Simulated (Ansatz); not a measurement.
Runs of Ansatz 0.2.0 on Sn. The structure is tetragonal, space group I4/mmm (No. 139). The conventional cell has a = 4.058 Å, b = 4.058 Å, c = 3.322 Å, α = 90.00°, β = 90.00°, γ = 90.00°. Sn (site symmetry 4/mmm) is surrounded by 10 Sn at 3.32 Å. This isn't the form of Sn at room conditions, which is tetragonal (white tin).

```csv
task,level,spin,cell,k mesh,cutoff (eV),gap on the mesh (eV),pressure (GPa),relaxed volume (Å³/atom)
relaxation of cell and atoms,PBEsol0,off,relaxed,5 × 5 × 5,420,none,0.0,26.87
single point,PBE0,"SOC, no magnetisation",as given,4 × 4 × 4,420,none,(a),-
single point,r2SCANh,off,as given,5 × 5 × 5,500,none,(c),-
single point,HSE06,"SOC, no magnetisation",as given,4 × 4 × 4,420,none,-1.6,-
relaxation of cell and atoms,HF,off,relaxed,5 × 5 × 5,420,none,0.0,31.57
single point,B3LYP,off,as given,5 × 5 × 5,420,none,5.8,-
relaxation of cell and atoms,HSEsol,off,relaxed,5 × 5 × 5,420,none,0.0,(b)
single point,r2SCAN0,off,as given,5 × 5 × 5,500,none,0.6,-
```

Alike in all rows: potentials or basis Ansatz PAW; smearing fermi-dirac 0.05 eV; the mesh is coarse, so values aren't converged.

Question: Fill in the values left out.

Answer: (a) -1.8; (b) 26.04; (c) 0.9.

Caveats: all runs use coarse meshes; the PAW data sets come from PBE, with cores solved anew for the run's functional, which leaves a small shift of forces and pressure; the thresholds are loose for stress (some runs); the plane-wave basis is chosen anew once the cell has moved, so the energies of steps on either side of that aren't comparable (some runs); the volume moved by over 15 % at a fixed basis, so the end points are rough (some runs).

A k mesh can miss the band edges, and rows without SOC leave out spin-orbit coupling on Sn.

A gap of «none» marks a metal or a gap under the smearing width.
